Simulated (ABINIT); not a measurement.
A run of ABINIT 10.8.3 (patched build):

Contents of run.abi:

```
# Datasets: one volume each
ndtset 7
getwfk -1
scalecart1 3*0.9795861087
scalecart2 3*0.9864848297
scalecart3 3*0.9932883884
scalecart4 3*1.0000000000
scalecart5 3*1.0066227096
scalecart6 3*1.0131594038
scalecart7 3*1.0196128224

# Pseudopotentials
pp_dirpath "./"
pseudos "Cs.GGA_PBE-JTH.xml, I.GGA_PBE-JTH.xml"

# Structure
acell 3*1.0
rprim
     8.6298122933     0.0000000000     0.0000000000
     0.0000000000     8.6298122933     0.0000000000
     0.0000000000     0.0000000000     8.6298122933
ntypat 2
znucl 55 53
natom 2
typat 1 2
xred
     0.0000000000     0.0000000000     0.0000000000
     0.5000000000     0.5000000000     0.5000000000

# Plane-wave basis
ecut 20.0
pawecutdg 40.0

# k points
kptopt 1
ngkpt 6 6 6
nshiftk 1
shiftk 0.0 0.0 0.0

# Exchange and correlation
ixc 27

# Bands and occupations
nband 12
occopt 3
tsmear 0.00183747

# SCF cycle
nstep 100
tolvrs 1.0e-9

# Output
iomode 3
prtwf 1
prtden 0
prteig 0
prtebands 0
enunit 2
prtvol 2
```

Potentials or basis: JTH PAW PBE v2.0.

Command:

```bash
$ abinit run.abi > log 2>&1
```

Hardware: 1 thread of Arm Neoverse V1 (shared host).

Task: Estimate the wall time of this run.

Result: Run time: 2.5 min on 1 thread of Arm Neoverse V1, with other jobs on the host, peak memory 0.17 GiB. Counts: scf iterations 94, mpi ranks 1, k points 20, bands 12, plane waves 2601.
